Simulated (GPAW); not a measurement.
InAs:

```xyz
2
Lattice="0.0000 2.8773 2.8773 2.8773 0.0000 2.8773 2.8773 2.8773 0.0000" Properties=species:S:1:pos:R:3 pbc="T T T"
In    2.8773    2.8773    2.8773
As    0.0000    0.0000    0.0000
```

Measurements of this composition are mostly on another form, of space group No. 216.

Base run:

| Property | Result |
| --- | --- |
| Program | GPAW 26.7.0 |
| Functional | TPSS |
| Potentials or basis | GPAW PAW data sets (gpaw-data 1.2.1) |
| Cutoff | 600 eV |
| Basis | pw |
| k mesh | 8 × 8 × 8 |
| Occupations | fermi-dirac, width 0.05 eV |
| Spin | no spin polarisation |

Its results: band gap on the k mesh none (metal or under the smearing width); pressure -1.7 GPa.

Q: The run is repeated on the same cell with these changes: functional from TPSS to r2SCAN. What comes out?

A: Band gap on the k mesh none (metal or under the smearing width); pressure -2.5 GPa.

Caveats: the PAW data sets were made with another functional, which shifts forces and pressure a little.
